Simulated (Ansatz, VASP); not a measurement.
# BeS: VASP beside Ansatz

File INCAR:

```
SYSTEM = BeS
ALGO     = Normal         ! electronic algorithm
EDIFF    = 1E-7           ! SCF threshold, eV
ENCUT    = 520            ! plane-wave cutoff, eV
GGA      = PE             ! functional
ISIF     = 2              ! what is computed and relaxed
ISMEAR   = 0              ! smearing method
LASPH    = .TRUE.         ! aspherical terms in the spheres
LCHARG   = .FALSE.        ! write CHGCAR
LREAL    = .FALSE.        ! projectors in reciprocal space
LWAVE    = .FALSE.        ! write WAVECAR
NBANDS   = 11             ! bands
NELM     = 100            ! most SCF steps
PREC     = Accurate       ! precision mode
SIGMA    = 0.05           ! smearing width, eV
```

KPOINTS

```
k-points
0
G
  12 12 12
  0 0 0
```

File POSCAR:

```
BeS
1.0
    0.0000000000      2.4216795959      2.4216795959
    2.4216795959      0.0000000000      2.4216795959
    2.4216795959      2.4216795959      0.0000000000
Be S
1 1
Direct
    0.0000000000      0.0000000000      0.0000000000
    0.7500000000      0.7500000000      0.7500000000
```

Input for Ansatz:

```yaml
crystal:
  lattice:
    - [0.0, 2.4216795959, 2.4216795959]
    - [2.4216795959, 0.0, 2.4216795959]
    - [2.4216795959, 2.4216795959, 0.0]
  atoms:
    - { symbol: Be, position: [0.0, 0.0, 0.0] }
    - { symbol: S, position: [0.75, 0.75, 0.75] }
basis:
  ecutwfc: 420
  ecutrho_ratio: 4
kpoints:
  mp_grid: { grid: [12, 12, 12] }
hamiltonian:
  xc: pbe
scf:
  occupations: { method: gaussian, width: 0.05 }
output:
  forces: true
  stress: true
  eigenvalues: true
```

Alike in both runs: task single point; functional PBE; k mesh 12 × 12 × 12; occupations gaussian, width 0.05 eV; no spin polarisation.

```csv
,VASP,Ansatz
version,VASP 6.6.1,Ansatz 0.2.0
potentials or method,"VASP PAW PBE potentials, release 64 (Be, S)","scalar-relativistic, plane waves, PAW"
plane-wave cutoff (eV),520,420
valence electrons in the cell,8,8
```

Ansatz gave:

| Property | Result |
| --- | --- |
| gap on the k mesh at the Fermi level (eV) | 3.10 |
| least direct gap on the mesh (eV) | 5.65 |
| pressure (GPa) | 2.0 |

Q: Estimate VASP's values.

A: gap on the k mesh at the Fermi level (eV): 3.10; least direct gap on the mesh (eV): 5.67; pressure (GPa): 2.0.

With one functional, cell and mesh, what is left measures potentials, basis and numerics.

A k mesh can miss the band edges. PBE gaps usually lie below the measured ones, often by a third to a half.
